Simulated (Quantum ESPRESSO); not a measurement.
TePb: zone-centre phonons and dielectric response under several settings

```
CELL_PARAMETERS angstrom
0.00000 3.23100 3.23100
3.23100 0.00000 3.23100
3.23100 3.23100 0.00000
ATOMIC_POSITIONS crystal
Pb 0.00000 0.00000 0.00000
Te 0.50000 0.50000 0.50000
```

All runs used Quantum ESPRESSO 7.5; potentials GBRV 1.5 PBE; k mesh 6 × 6 × 6, shifted; no spin polarisation; cutoff 612 eV; occupations smeared at first, fixed for the response.

```tsv
level	geometry	volume (Å³/atom)	pressure (GPa)	lowest optical mode without the field (cm⁻¹)	highest mode with the field (cm⁻¹)	ε∞ (mean)	ε0 (mean)	Born charge of atom 1 (e)	sum of the Born charges (e)
PBE	relaxed at 0 GPa	?	0.0	?	?	?	?	?	?
PBE	relaxed at 5 GPa	31.86	5.0	67	123	32.99	109.4	5.96	0.02
PBE	relaxed at 10 GPa	29.65	10.0	89	134	40.53	91.9	6.23	0.04
```

What stands in the row left open?

Volume 35.29 Å³/atom; lowest optical mode without the field 25 cm⁻¹; highest mode with the field 107 cm⁻¹; ε∞ 27.06; ε0 490.1; Born charge of atom 1 5.75 e; sum of the Born charges 0.01 e.

Caveats: the cell is more than 3 GPa from zero pressure, which shifts response properties (some runs).
